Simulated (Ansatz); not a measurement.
# Convergence study of TiO2, part 2 of 2

Aim: run TiO2 with the default SCF settings, then change one group of settings at a time and see what moves: the number of iterations, the state or the numbers. TiO$_{2}$ is taken in the deposited crystal structure (space group P4_2/mnm), 6 atoms in the cell. Source: COD entry 9004141.

Ansatz 0.2.0; DFT PBE, PAW, plane waves, scalar-relativistic. Earlier steps stand in the parts before.

### 5 Broyden, β 0.3, history 8, no preconditioner

File input.yaml:

```yaml
crystal:
  lattice:
    - [4.593, 0.0, 0.0]
    - [0.0, 4.593, 0.0]
    - [0.0, 0.0, 2.959]
  atoms:
    - { symbol: Ti, position: [0.0, 0.0, 0.0], spin: 1.0 }
    - { symbol: Ti, position: [0.5, 0.5, 0.5], spin: 1.0 }
    - { symbol: O, position: [0.3051, 0.3051, 0.0] }
    - { symbol: O, position: [0.1949, 0.8051, 0.5] }
    - { symbol: O, position: [0.6949, 0.6949, 0.0] }
    - { symbol: O, position: [0.8051, 0.1949, 0.5] }
magnetization:
  spin_polarized: true
hamiltonian:
  xc: pbe
  pseudopotentials: { kind: paw }
basis:
  ecutwfc: 420
kpoints:
  mp_grid: { grid: [5, 5, 7] }
scf:
  occupations: { method: fermi_dirac, width: 0.03 }
  lower_state_search: "off"
  algorithm: density_mixing
  max_iter: 80
  mixing: { algorithm: broyden, ndim: 8, beta: 0.3, preconditioner: none }
output:
  forces: true
  stress: true
```

The run is started by

```sh
$ ansatz run input.yaml --threads 2 --pin off --max-ram 5120MiB --backend cpu --events-out ev --progress --plain --runs-dir out
```

Standard output, shortened:

```text
[... 22 lines as in an earlier run ...]
Starting moments: Σ|m| = 2 μB on 2 of 6 sites
[... 2 lines as in an earlier run ...]
SCF iter   1: F=—  HF=-7277.203883 eV  |F-HF|=—  |Δ(HF+E_count)|=         —  Δρ=5.65e-2 (↑5.65e-2 ↓5.57e-2)  dr2=2.59e0  dr2_m=1.18e0  M=0.000 μB ∫|m|=0.448 μB  β_m=0.30  ethr=3.10e-3  ⟨swp⟩=6.1  Hψ=5937  notcnv=0
[...]
spin-set hold released at iteration 8 (site moments contracting): the magnetisation degrees of freedom join the quasi-Newton model from the next iteration; the mixer history was flushed
[...]
SCF iter  16: F=-7277.280470 eV  HF=-7277.280470 eV  |F-HF|=1.82e-12  |Δ(HF+E_count)|=  1.37e-10  Δρ=1.95e-7 (↑1.95e-7 ↓1.74e-7)  dr2=2.06e-11  dr2_m=1.26e-11  M=0.000 μB ∫|m|=0.000 μB  ethr=5.00e-12  ⟨swp⟩=1.0  Hψ=4039  notcnv=0
WARN: the starting moments were not kept: the SCF closed with an absolute magnetisation of 2.5e-6 μB, where they sum to 2 μB in size (2 sites). That is at most 0.1 of that sum. Measured as dr2_m measures the in/out step, that magnetisation stands 8.7e-13 eV from none, at or under the [...]
[... 1 line as in an earlier run ...]
SCF converged after 16 iterations
Magnetization: 0.0000 μB (24.0000 up, 24.0000 down)
Absolute magnetization: 0.0000 μB (∫|ρ↑−ρ↓|, with the PAW one-centre terms)
Spin contamination: 0.0000 ħ² per cell (⟨S²⟩ above its minimum at these occupations)
Per-site moments (μB) at R_I (Å): [(-2.398194993130951e-7, 0.8032212157365887), (-2.398194993584479e-7, 0.8032212157365887), (1.3747883030143502e-7, 0.8032212157365888), (1.374788302358607e-7, 0.8032212157365887), (1.37478830276598e-7, 0.8032212157365887), (1.3747883031237993e-7, [...]
Free energy (F): -7277.280470 eV
[...]
E sigma→0 (E₀):  -7277.280470 eV
Fermi energy:    10.071390 eV
[... 28 lines left out: energy terms, forces, stress ...]
```

It took 2.1 s on 2 threads of AMD EPYC 9R45 (Zen 5), shared host; peak memory 0.43 GiB.

16 iterations against 14; the same free energy.

### 6 Fermi–Dirac width 0.0005 eV, no switch to direct minimisation

Edit input.yaml of step 5 so:

```diff
@@ -22,3 +22,3 @@
 scf:
-  occupations: { method: fermi_dirac, width: 0.03 }
+  occupations: { method: fermi_dirac, width: 0.0005 }
   lower_state_search: "off"
@@ -26,3 +26,3 @@
   max_iter: 80
-  mixing: { algorithm: broyden, ndim: 8, beta: 0.3, preconditioner: none }
+  mixing: {}
 output:
```

The run is started by

```sh
$ ansatz run input.yaml --threads 2 --pin off --max-ram 5120MiB --backend cpu --events-out ev --progress --plain --runs-dir out
```

Standard output, shortened:

```text
[... 22 lines as in an earlier run ...]
Starting moments: Σ|m| = 2 μB on 2 of 6 sites
[... 2 lines as in an earlier run ...]
SCF iter   1: F=—  HF=-7277.203884 eV  |F-HF|=—  |Δ(HF+E_count)|=         —  Δρ=5.65e-2 (↑5.65e-2 ↓5.57e-2)  dr2=2.59e0  dr2_m=1.18e0  M=0.000 μB ∫|m|=0.448 μB  β_m=0.30  ethr=3.10e-3  ⟨swp⟩=6.0  Hψ=5888  notcnv=0
[...]
[... 1 line as in an earlier run ...]
[...]
spin-set hold released at iteration 8 (site moments contracting): the magnetisation degrees of freedom join the quasi-Newton model from the next iteration; the mixer history was flushed
[...]
SCF iter  14: F=-7277.280470 eV  HF=-7277.280470 eV  |F-HF|=9.13e-10  |Δ(HF+E_count)|=   3.53e-8  Δρ=8.14e-7 (↑8.14e-7 ↓6.83e-7)  dr2=1.58e-9  dr2_m=4.28e-11  M=0.000 μB ∫|m|=0.000 μB  ethr=4.79e-11  ⟨swp⟩=1.9  Hψ=4120  notcnv=0
[...]
WARN: the starting moments were not kept: the SCF closed with an absolute magnetisation of 7.1e-6 μB, where they sum to 2 μB in size (2 sites). That is at most 0.1 of that sum. Measured as dr2_m measures the in/out step, that magnetisation stands 7.4e-12 eV from none, at or under the [...]
Magnetization: 0.0000 μB (24.0000 up, 24.0000 down)
Absolute magnetization: 0.0000 μB (∫|ρ↑−ρ↓|, with the PAW one-centre terms)
Spin contamination: 0.0000 ħ² per cell (⟨S²⟩ above its minimum at these occupations)
Per-site moments (μB) at R_I (Å): [(-1.0921752270540713e-6, 0.8032212157365887), (-1.0921752270521865e-6, 0.8032212157365887), (7.10231514072841e-7, 0.8032212157365888), (7.102315139812688e-7, 0.8032212157365887), (7.102315141096831e-7, 0.8032212157365887), (7.102315140402473e-7, [...]
Free energy (F): -7277.280470 eV
[...]
E sigma→0 (E₀):  -7277.280470 eV
Fermi energy:    10.083979 eV
[...]
--- Forces (eV/Å), atoms counted from 1 ---
  atom   1  Ti     0.00000000    -0.00000000     0.00000000
  atom   2  Ti     0.00000000     0.00000000     0.00000000
  atom   3  O     -0.07996483    -0.07996483     0.00000000
  atom   4  O      0.07996483    -0.07996483     0.00000000
  atom   5  O      0.07996483     0.07996483     0.00000000
  atom   6  O     -0.07996483     0.07996483     0.00000000
[...]
--- Stress (GPa, compression-positive) ---
        5.508889       0.000000       0.000000
        0.000000       5.508889       0.000000
        0.000000       0.000000       4.568697
  P = ⅓ Tr σ = 5.1955 GPa (51.955 kbar)
```

Wall time 1.6 s (2 threads of AMD EPYC 9R45 (Zen 5), shared host); peak memory 0.43 GiB.

14 iterations, as in the default run; free energy unchanged, zero-width estimate unchanged.

### 7 Cold smearing, width 2.0 eV

Edit input.yaml of step 6 so:

```diff
@@ -22,7 +22,5 @@
 scf:
-  occupations: { method: fermi_dirac, width: 0.0005 }
+  occupations: { method: cold, width: 2.0 }
   lower_state_search: "off"
-  algorithm: density_mixing
   max_iter: 80
-  mixing: {}
 output:
```

The run is started by

```sh
$ ansatz run input.yaml --threads 2 --pin off --max-ram 5120MiB --backend cpu --events-out ev --progress --plain --runs-dir out
```

Standard output, shortened:

```text
band count auto-derived: 36 (N_el = 48.0; filled up to band 24; 31 by the electrons, moments and atoms)
[... 11 lines as in an earlier run ...]
Bands: 36, of which v1, the nominal top of the filled ones, is band 24 counted from 1 (23 counted from 0)
[... 10 lines as in an earlier run ...]
Starting moments: Σ|m| = 2 μB on 2 of 6 sites
[... 2 lines as in an earlier run ...]
SCF iter   1: F=—  HF=-7275.473844 eV  |F-HF|=—  |Δ(HF+E_count)|=         —  Δρ=5.67e-2 (↑5.35e-2 ↓5.67e-2)  dr2=2.32e0  dr2_m=1.11e0  M=0.122 μB ∫|m|=0.439 μB  β_m=0.30  ethr=3.10e-3  ⟨swp⟩=4.6  Hψ=6648  notcnv=0
[...]
spin=Collinear: Kerker preconditioning applied to the charge; magnetization (m = ρ↑ − ρ↓) channel mixes plain (no charge-response kernel on spin).
[...]
spin-set hold released at iteration 8 (site moments contracting): the magnetisation degrees of freedom join the quasi-Newton model from the next iteration; the mixer history was flushed
[...]
WARN: the starting moments were not kept: the SCF closed with an absolute magnetisation of 8.5e-6 μB, where they sum to 2 μB in size (2 sites). That is at most 0.1 of that sum. Measured as dr2_m measures the in/out step, that magnetisation stands 1.5e-11 eV from none, at or under the [...]
Free energy (F): -7275.510128 eV
[...]
E sigma→0 (E₀):  -7276.596359 eV
Entropy (-TS):   3.258691 eV (543.115 meV/atom)
Fermi energy:    9.220245 eV
Step filling:    the computed levels leave a gap of 2.1601 eV = 1.1 smearing widths at the electron count; against every level under it full and every level over it empty, smearing changes F+E_penalty+E_count by +1807.741 meV and its σ→0 estimate by +721.511 meV
[...]
--- Forces (eV/Å), atoms counted from 1 ---
  atom   1  Ti     0.00000000    -0.00000000     0.00000000
  atom   2  Ti     0.00000000     0.00000000     0.00000000
  atom   3  O     -0.29389452    -0.29389452     0.00000000
  atom   4  O      0.29389452    -0.29389452     0.00000000
  atom   5  O      0.29389452     0.29389452     0.00000000
  atom   6  O     -0.29389452     0.29389452     0.00000000
[...]
--- Stress (GPa, compression-positive) ---
        2.194383       0.000000       0.000000
        0.000000       2.194383       0.000000
        0.000000       0.000000       3.224775
  P = ⅓ Tr σ = 2.5378 GPa (25.378 kbar)
```

Run time: 1.8 s. Hardware: 2 threads of AMD EPYC 9R45 (Zen 5), shared host; peak memory 0.41 GiB.

16 iterations against 14; free energy shifted by +295 meV/atom, zero-width estimate shifted by +114 meV/atom, so these numbers say nothing of the material, forces change by up to 0.303 eV/Å, pressure 2.5 GPa against 5.2.

### 8 Cold smearing, width 0.05 eV

Edit input.yaml of step 7 so:

```diff
@@ -22,3 +22,3 @@
 scf:
-  occupations: { method: cold, width: 2.0 }
+  occupations: { method: cold, width: 0.05 }
   lower_state_search: "off"
```

The run is started by

```sh
$ ansatz run input.yaml --threads 2 --pin off --max-ram 5120MiB --backend cpu --events-out ev --progress --plain --runs-dir out
```

Standard output, shortened:

```text
[... 22 lines as in an earlier run ...]
Starting moments: Σ|m| = 2 μB on 2 of 6 sites
[... 2 lines as in an earlier run ...]
SCF iter   1: F=—  HF=-7277.203883 eV  |F-HF|=—  |Δ(HF+E_count)|=         —  Δρ=5.65e-2 (↑5.65e-2 ↓5.57e-2)  dr2=2.59e0  dr2_m=1.18e0  M=0.000 μB ∫|m|=0.448 μB  β_m=0.30  ethr=3.10e-3  ⟨swp⟩=5.6  Hψ=5876  notcnv=0
[...]
[... 1 line as in an earlier run ...]
[...]
spin-set hold released at iteration 8 (site moments contracting): the magnetisation degrees of freedom join the quasi-Newton model from the next iteration; the mixer history was flushed
[...]
SCF iter  14: F=-7277.280470 eV  HF=-7277.280470 eV  |F-HF|=9.15e-10  |Δ(HF+E_count)|=   3.55e-8  S|Δr|=    0.00e0  Δρ=8.15e-7 (↑8.15e-7 ↓6.84e-7)  dr2=1.58e-9  dr2_m=4.29e-11  M=0.000 μB ∫|m|=0.000 μB  ethr=4.78e-11  ⟨swp⟩=1.9  Hψ=4120  notcnv=0
[... 1 line as in an earlier run ...]
[...]
Free energy (F): -7277.280470 eV
[...]
E sigma→0 (E₀):  -7277.280470 eV
Fermi energy:    10.119285 eV
Step filling:    the computed levels leave a gap of 1.9002 eV = 38.0 smearing widths at the electron count; against every level under it full and every level over it empty, smearing changes F+E_penalty+E_count by +3.73e-163 meV and its σ→0 estimate by -1.63e-158 meV
[...]
--- Forces (eV/Å), atoms counted from 1 ---
  atom   1  Ti     0.00000000    -0.00000000     0.00000000
  atom   2  Ti     0.00000000     0.00000000     0.00000000
  atom   3  O     -0.07996483    -0.07996483     0.00000000
  atom   4  O      0.07996483    -0.07996483     0.00000000
  atom   5  O      0.07996483     0.07996483     0.00000000
  atom   6  O     -0.07996483     0.07996483     0.00000000
[...]
--- Stress (GPa, compression-positive) ---
        5.508890       0.000000       0.000000
        0.000000       5.508890       0.000000
        0.000000       0.000000       4.568699
  P = ⅓ Tr σ = 5.1955 GPa (51.955 kbar)
```

Run time: 1.6 s. Hardware: 2 threads of AMD EPYC 9R45 (Zen 5), shared host; peak memory 0.42 GiB.

14 iterations, as in the default run; free energy unchanged, zero-width estimate unchanged.

### 9 Comparison

| step | settings | iterations | time | against the default run |
| --- | --- | --- | --- | --- |
| 2 | default SCF settings | 14 | 2.9 s | reference |
| 3 | Broyden, β 0.3, preconditioner Resta | 16 | 2 s | the same free energy |
| 4 | Anderson, β 1.0, history 8, no preconditioner | 11 | 1.4 s | the same free energy |
| 5 | Broyden, β 0.3, history 8, no preconditioner | 16 | 2.1 s | the same free energy |
| 6 | Fermi–Dirac width 0.0005 eV, no switch to direct minimisation | 14 | 1.6 s | free energy unchanged, zero-width estimate unchanged |
| 7 | cold smearing, width 2.0 eV | 16 | 1.8 s | free energy shifted by +295 meV/atom, zero-width estimate shifted by +114 meV/atom, so these numbers say nothing of the material, forces change by up to 0.303 eV/Å, pressure 2.5 GPa against 5.2 |
| 8 | cold smearing, width 0.05 eV | 14 | 1.6 s | free energy unchanged, zero-width estimate unchanged |

Decimal logarithm of the largest residual (eV) by iteration, counted through all cycles of a run:

| iteration | step 2 | step 3 | step 4 | step 5 | step 6 | step 7 | step 8 |
| --- | --- | --- | --- | --- | --- | --- | --- |
| 1 | 0.4 | 0.4 | 0.4 | 0.4 | 0.4 | 0.4 | 0.4 |
| 2 | -0.1 | -0.1 | 1.4 | -0.1 | -0.1 | 0.0 | -0.1 |
| 3 | -0.5 | -0.4 | 0.3 | -0.5 | -0.5 | -0.5 | -0.5 |
| 4 | -0.8 | -0.8 | -0.8 | -0.7 | -0.8 | -0.7 | -0.8 |
| 5 | -1.0 | -1.0 | -1.8 | -1.0 | -1.0 | -1.0 | -1.0 |
| 6 | -1.3 | -1.3 | -0.6 | -1.3 | -1.3 | -1.3 | -1.3 |
| 8 | -1.8 | -1.8 | -5.0 | -1.8 | -1.8 | -1.8 | -1.8 |
| 9 | -2.0 | -2.0 | -6.3 | -2.0 | -2.0 | -2.0 | -2.0 |
| 11 | -5.1 | -4.3 | -9.2 | -5.5 | -5.1 | -4.3 | -5.1 |
| 12 | -5.4 | -6.3 | - | -6.2 | -5.4 | -3.7 | -5.4 |
| 13 | -7.6 | -8.0 | - | -6.7 | -7.6 | -6.1 | -7.6 |
| 15 | - | -9.2 | - | -8.6 | - | -8.8 | - |
| 16 | - | -10.2 | - | -10.7 | - | -9.5 | - |

### 10 What came out

This closing draws on all 2 parts.

| quantity | value |
| --- | --- |
| default run | 14 iterations, non-magnetic, a gap of 1.90 eV on the k-mesh |
| fewest iterations to that state among the runs shown | 11 (Anderson, β 1.0, history 8, no preconditioner) |
| most iterations to it | 16 (Broyden, β 0.3, history 8, no preconditioner) |
| runs that end in another state, among changes of path alone | 0 |
| largest shift of the free energy by occupations, cutoff, mesh or field | +295 meV/atom (cold smearing, width 2.0 eV) |

What this shows: 4 runs solve the same problem and reach the default's state, in 11 to 16 iterations: there the settings change the path, not the answer. Occupations, cutoff, mesh and fields change the problem that is solved, not just the path; the largest shift here is that of “cold smearing, width 2.0 eV”. Other settings tried on this cell gave no result: linear mixing, β 0.5, no preconditioner (not converged after 80 iterations, cycles); iteration limit 10 (not converged after 10 iterations, still settling); linear mixing, β 0.7, no preconditioner (not converged after 80 iterations, cycles); fixed occupations (input refused). Counts include iterations that the program adds to test a close, so a difference of one or two ranks nothing. The starting density is a sum of atomic densities.

The gaps are Kohn-Sham values of a semilocal functional, not quasiparticle or optical gaps. Such gaps usually fall short of the measured ones.
